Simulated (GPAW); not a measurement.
# Quasiparticle gap of NaF (Villiaumite) in GPAW

Aim: the G0W0 gap of NaF (Villiaumite) on PBE, step by step.

Calculated with GPAW 26.7.0; PBE and many-body steps on it, plane waves.

Most raw output is cut from this account.

## Step 1: The structure

The structure is cubic, space group Fm-3m (No. 225). Conventional cell: a = 4.640 Å, b = 4.640 Å, c = 4.640 Å, α = 90.00°, β = 90.00°, γ = 90.00°. Nearest to Na lie 6 F at 2.32 Å. Nearest to F lie 6 Na at 2.32 Å. Farther neighbours and most contacts between anions are not listed.

The cell and positions come from the Crystallography Open Database and are kept as given unless a step says otherwise.

## Step 2: Ground state

This step: GPAW 26.7.0; DFT, PBE, plane waves, PAW.

The ground-state density comes first.

Contents of run.py:

```python
import json
import numpy as np
from gpaw.mpi import world
from ase import Atoms
from gpaw import GPAW, PW, FermiDirac

atoms = Atoms(['Na', 'F'],
    cell=[[0.0000000000, 2.3200000000, 2.3200000000],
      [2.3200000000, 0.0000000000, 2.3200000000],
      [2.3200000000, 2.3200000000, 0.0000000000]],
    scaled_positions=[[0.0000000000, 0.0000000000, 0.0000000000],
      [0.5000000000, 0.5000000000, 0.5000000000]],
    pbc=(True, True, True))
calc = GPAW(mode=PW(600),
    xc='PBE',
    kpts={'size': (8, 8, 8), 'gamma': True},
    occupations=FermiDirac(0.001),
    nbands=-7,
    convergence={'density': 1e-6, 'bands': -3},
    maxiter=100,
    txt='gs.txt')
atoms.calc = calc
res = {'energy': atoms.get_potential_energy()}
kpts = calc.get_ibz_k_points()
res['kpts'] = kpts
res['eigenvalues'] = [calc.get_eigenvalues(kpt=k) for k in range(len(kpts))]
res['n_electrons'] = calc.get_number_of_electrons()
calc.write('gs.gpw')

if world.rank == 0:
    with open('result.json', 'w') as f:
        json.dump(res, f, default=lambda x: x.tolist())
```

Command:

```bash
> mpirun -n 4 gpaw python run.py
```

Wall time 4.4 s (4 MPI ranks of Arm Neoverse V2, shared host); peak memory 0.6 GiB; 17 s of CPU time.

Numbers from this step:

| Quantity | Value |
| --- | --- |
| total energy | -8.494 eV |
| gap | 6.307 eV |
| k of the valence top | 0, 0, 0 |
| k of the conduction bottom | 0, 0, 0 |
| least direct gap | 6.307 eV |

The gap is direct, at Γ.

## Step 3: Bands along the symmetry lines

The cheap functional maps the bands first; the places of the edges decide which points the dearer methods must see.

Contents of run.py:

```python
import json
import numpy as np
from gpaw.mpi import world
from gpaw import GPAW

path = [[0.000000, 0.000000, 0.000000],
    [0.062500, 0.000000, 0.062500],
    [0.125000, 0.000000, 0.125000],
    [0.187500, 0.000000, 0.187500],
    [0.250000, 0.000000, 0.250000],
    [0.312500, 0.000000, 0.312500],
    [0.375000, 0.000000, 0.375000],
    [0.437500, 0.000000, 0.437500],
    [0.500000, 0.000000, 0.500000],
    [0.515625, 0.031250, 0.515625],
    [0.531250, 0.062500, 0.531250],
    [0.546875, 0.093750, 0.546875],
    [0.562500, 0.125000, 0.562500],
    [0.578125, 0.156250, 0.578125],
    [0.593750, 0.187500, 0.593750],
    [0.609375, 0.218750, 0.609375],
    [0.625000, 0.250000, 0.625000],
    [0.375000, 0.375000, 0.750000],
    [0.328125, 0.328125, 0.656250],
    [0.281250, 0.281250, 0.562500],
    [0.234375, 0.234375, 0.468750],
    [0.187500, 0.187500, 0.375000],
    [0.140625, 0.140625, 0.281250],
    [0.093750, 0.093750, 0.187500],
    [0.046875, 0.046875, 0.093750],
    [0.000000, 0.000000, 0.000000],
    [0.062500, 0.062500, 0.062500],
    [0.125000, 0.125000, 0.125000],
    [0.187500, 0.187500, 0.187500],
    [0.250000, 0.250000, 0.250000],
    [0.312500, 0.312500, 0.312500],
    [0.375000, 0.375000, 0.375000],
    [0.437500, 0.437500, 0.437500],
    [0.500000, 0.500000, 0.500000],
    [0.500000, 0.468750, 0.531250],
    [0.500000, 0.437500, 0.562500],
    [0.500000, 0.406250, 0.593750],
    [0.500000, 0.375000, 0.625000],
    [0.500000, 0.343750, 0.656250],
    [0.500000, 0.312500, 0.687500],
    [0.500000, 0.281250, 0.718750],
    [0.500000, 0.250000, 0.750000],
    [0.500000, 0.218750, 0.718750],
    [0.500000, 0.187500, 0.687500],
    [0.500000, 0.156250, 0.656250],
    [0.500000, 0.125000, 0.625000],
    [0.500000, 0.093750, 0.593750],
    [0.500000, 0.062500, 0.562500],
    [0.500000, 0.031250, 0.531250],
    [0.500000, 0.000000, 0.500000]]
calc = GPAW('gs.gpw').fixed_density(kpts=path,
    symmetry='off',
    nbands=17,
    convergence={'bands': 13},
    txt='bands.txt')
res = {}
kpts = calc.get_ibz_k_points()
res['kpts'] = kpts
res['eigenvalues'] = [calc.get_eigenvalues(kpt=k) for k in range(len(kpts))]
res['n_electrons'] = calc.get_number_of_electrons()

if world.rank == 0:
    with open('result.json', 'w') as f:
        json.dump(res, f, default=lambda x: x.tolist())
```

Command:

```bash
> mpirun -n 4 gpaw python run.py
```

Elapsed: 4.2 s, on 4 MPI ranks; peak memory 0.63 GiB; 16 s of CPU time.

Numbers from this step:

```yaml
gap: 6.307 eV
k_of_the_valence_top: 0, 0, 0
k_of_the_conduction_bottom: 0, 0, 0
least_direct_gap: 6.307 eV
```

The gap is 6.307 eV, as in the run before at this level.

Electronic bands along the path, in eV, zero at the top of the highest filled band; v1 is the highest filled band, c1 the lowest empty one:

```
    point      v4     v3     v2     v1     c1     c2     c3     c4
        Γ  -18.91   0.00   0.00   0.00   6.31  18.99  18.99  18.99
  halfway  -18.52  -0.90  -0.21  -0.21   8.73  15.02  19.16  19.45
        X  -18.93  -1.26  -0.40  -0.40  13.17  13.33  13.60  19.84
  halfway  -18.70  -1.20  -0.53  -0.39  13.18  13.28  13.90  19.46
        U  -18.49  -1.04  -0.82  -0.37  12.85  13.25  14.71  19.38
jump to K  -18.49  -1.04  -0.82  -0.37  12.85  13.25  14.71  19.38
  halfway  -18.38  -1.01  -0.32  -0.16   8.94  14.75  18.28  20.94
        Γ  -18.91   0.00   0.00   0.00   6.31  18.99  18.99  18.99
  halfway  -18.44  -0.89  -0.13  -0.13   8.17  15.17  19.77  19.77
        L  -18.17  -1.58  -0.25  -0.25  10.79  12.48  20.19  20.19
  halfway  -18.31  -1.30  -0.57  -0.33  11.80  12.73  17.14  19.01
        W  -18.47  -0.86  -0.86  -0.57  13.24  13.24  15.20  16.89
  halfway  -18.62  -1.15  -0.54  -0.49  13.19  13.30  14.18  18.43
        X  -18.93  -1.26  -0.40  -0.40  13.17  13.33  13.60  19.84
```

## Step 4: Empty states on the mesh, 6×6×6 mesh, 234 bands

The sums over transitions need many empty states on a uniform mesh; this step solves for them.

Contents of run.py:

```python
import json
import numpy as np
from gpaw.mpi import world
from gpaw import GPAW

calc = GPAW('gs.gpw').fixed_density(kpts={'size': (6, 6, 6), 'gamma': True},
    parallel={'domain': 1, 'band': 1},
    txt='nscf.txt')
calc.diagonalize_full_hamiltonian(nbands=234)
calc.write('full.gpw', mode='all')
res = {}
kpts = calc.get_ibz_k_points()
res['kpts'] = kpts
res['eigenvalues'] = [calc.get_eigenvalues(kpt=k) for k in range(len(kpts))]
res['n_electrons'] = calc.get_number_of_electrons()

if world.rank == 0:
    with open('result.json', 'w') as f:
        json.dump(res, f, default=lambda x: x.tolist())
```

Command:

```bash
> mpirun -n 4 gpaw python run.py
```

Wall time 6.3 s (4 MPI ranks); peak memory 0.87 GiB.

This step gave:

| Quantity | Value |
| --- | --- |
| gap | 6.307 eV |
| k of the valence top | 0, 0, 0 |
| k of the conduction bottom | 0, 0, 0 |
| least direct gap | 6.307 eV |
| k points computed | 16 |
| lowest point of the top converged band, above the valence top | 243.9262 eV |

On this mesh the gap is 6.307 eV.

## Step 5: Screening and self-energy, 6×6×6 mesh, 104 bands, screening to 150 eV

G0W0 replaces the xc potential by the self-energy, built once from these orbitals. Only a window of levels is corrected, while the sums run over the empty bands that the input names.

This step: G0W0 on PBE, plane waves, PAW.

Contents of run.py:

```python
import json
import numpy as np
from gpaw.mpi import world
from gpaw.response.g0w0 import G0W0

gw = G0W0('full.gpw',
    filename='gw',
    kpts=[0],
    bands=(5, 9),
    ecut=150,
    nbands=104,
    integrate_gamma='WS',
    ppa=True)
gw.calculate()
res = {mode: {k: v for k, v in r.items() if k != 'sigma_eskwn'}
       for mode, r in gw.all_results.items()}

if world.rank == 0:
    with open('result.json', 'w') as f:
        json.dump(res, f, default=lambda x: x.tolist())
```

Command:

```bash
> mpirun -n 4 gpaw python run.py
```

The job ended after 40 s (4 MPI ranks; peak memory 1.2 GiB).

Numbers from this step:

- G0W0 gap on the points computed: 10.42 eV
- least direct G0W0 gap on the computed points: 10.42 eV
- Z at the valence top: 0.8163
- Z at the conduction bottom: 0.9042
- starting gap on the mesh: 6.307 eV
- k of the valence top: 0, 0, 0
- k of the conduction bottom: 0, 0, 0

The gap on the mesh goes from 6.31 eV to 10.42 eV, a correction of +4.11 eV.

Limits: finite bands, cutoff and mesh. v1 is the top filled band, c1 the lowest empty one. The levels before and after the correction (eV, zero at the valence-band top of each column):

|  | conduction bottom | valence top |
| --- | --- | --- |
| Kohn-Sham | 6.31 | 0.00 |
| G0W0 | 10.42 | 0.00 |

```csv
,level,energy (eV)
Kohn-Sham,Γ v2-v1,0.000
Kohn-Sham,Γ c1,6.307
Kohn-Sham,Γ c2,18.988
G0W0,Γ v2-v1,0.000
G0W0,Γ c1,10.418
G0W0,Γ c2,23.314
```

## Step 6: Where the time went

Times are wall times on 4 MPI ranks of Arm Neoverse V2, shared host, good to a factor of about two.

```
                          step   time  share  memory (GiB)
                  ground state  4.4 s    8 %           0.6
bands along the symmetry lines  4.2 s    8 %          0.63
      empty states on the mesh  6.3 s   11 %          0.87
     screening and self-energy   40 s   73 %           1.2
```

## Step 7: Outcome

| Property | Result |
| --- | --- |
| PBE gap | 6.31 eV, direct |
| G0W0 gap on the mesh | 10.42 eV |
| GW settings | 6×6×6 mesh, 104 bands, screening to 150 eV, Godby-Needs plasmon pole |
| known limits | not at the basis limit |

What this shows: G0W0 moves the gap on the mesh from 6.31 eV to 10.42 eV (+4.11 eV), with Z of 0.82 and 0.90 at the edges. Only 1 of the mesh's irreducible points was corrected, so a valley elsewhere could overtake. The dearest step here is «screening and self-energy». Bands and cutoff are finite, so the gap is not at the basis limit. The miss can reach some tenths of an eV and take either sign; the mesh is an error of its own. These stock PAW sets were not made for GW. In the G0W0 run levels were corrected at 1 k point alone, so a gap called «on the mesh» is the least over those, and an edge elsewhere would be missed.

[Paths, hosts, dates, memory and timing lines, banners, echoed tables and standing remarks are left out of the program output.]

[Logs are printed without paths, hosts, clocks, repeated set-up lines and the standing remarks that a program may print on its own settings, such as how far it seeks lower states.]

[Runs of the session that timed out or met a known fault of the program may be left out.]

[Hosts, paths, dates, database ids (printed as entryN), source tags and the programs' standing remarks are cut or masked in the printed files.]
